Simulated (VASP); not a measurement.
Wanted: the native input for a VASP 6.6.1 run.

| Item | Value |
| --- | --- |
| Task | relaxation of cell and atoms |
| Functional | PBEsol |
| Potentials or basis | VASP PAW PBE potentials, release 64 (Al, Ga_d, N) |
| Cutoff | 600 eV |
| k mesh | 6 × 6 × 6 |
| Occupations | gaussian, width 0.03 eV |
| Spin | no spin polarisation |
| Further INCAR settings | ALGO = Normal; EDIFF = 1e-07; IBRION = 2; EDIFFG = -0.005; NSW = 90; ISIF = 3 |

The structure of AlGa3N4 lies in POSCAR:

```
AlGa3N4                                 
1.0
    0.0000000000     -0.0000000000     -5.1390557582
    3.1632373368      5.4788877863      0.0000000000
    3.1611099000     -5.4776595101     -0.0000000000
  Al              Ga              N             
     2     6     8
Direct
     0.0015683682637484    0.1674436615429562    0.3348873130859185
     0.5015683682637483    0.3325563384570438    0.6651126869140814
     0.0009735589699356    0.1679858675674994    0.8327867880351685
     0.0013583663292989    0.6663378411446153    0.3326756722892368
     0.0009735589699356    0.6648009304676625    0.8327867880351681
     0.5009735589699357    0.3320141324325007    0.1672132119648315
     0.5013583663292990    0.8336621588553847    0.6673243277107632
     0.5009735589699357    0.8351990695323375    0.1672132119648317
     0.6311649826233174    0.1701501100153252    0.3403002100306566
     0.6206159583539244    0.1705814553949221    0.8303223199798327
     0.6227292481359157    0.6663754506424032    0.3327508912848127
     0.6206159583539244    0.6597408745849043    0.8303223199798327
     0.1311649826233176    0.3298498899846750    0.6596997899693434
     0.1206159583539242    0.3294185446050778    0.1696776800201674
     0.1227292481359157    0.8336245493575968    0.6672491087151871
     0.1206159583539242    0.8402591254150957    0.1696776800201673
```

The cell was built by a generator and needn't be a form met in nature.

These files were run (other wordings do the same):

INCAR

```
PREC = Accurate
ENCUT = 600
EDIFF = 1E-7
ISMEAR = 0
SIGMA = 0.03
LREAL = False
LASPH = True
NELM = 80
ALGO = Normal
ISIF = 3
LWAVE = False
LCHARG = False
GGA = PS
IBRION = 2
NSW = 90
EDIFFG = -0.005
KPAR = 4
```

KPOINTS

```
regular mesh
0
Gamma
  6 6 6
```

Potentials or basis: VASP PAW PBE potentials, release 64 (Al, Ga_d, N).

Command:

```console
$ cat potpaw_PBE.64/Al/POTCAR potpaw_PBE.64/Ga_d/POTCAR potpaw_PBE.64/N/POTCAR > POTCAR
$ mpirun -np 4 vasp_std > vasp.out
```

Results of the run:

The relaxed volume is 11.13 Å³/atom and the relaxed cell is a = 5.139 Å, b = 6.326 Å, c = 6.324 Å, α = 120.01°, β = 90.00°, γ = 90.00°. The space group after relaxing (to 0.05 Å) is Cmc2_1 (No. 36), the energy gained by relaxing is 0.0 meV/atom and the ionic steps are 7. The pressure after relaxing is 0.0 GPa and the band gap on the k mesh is 2.42 eV, direct.

Caveat: the PAW data sets were made with another functional, which shifts forces and pressure a little.

It took 16 min on 4 MPI ranks on Intel(R) Xeon(R) 6975P-C (Granite Rapids) (shared host), peak memory 0.78 GiB a rank.
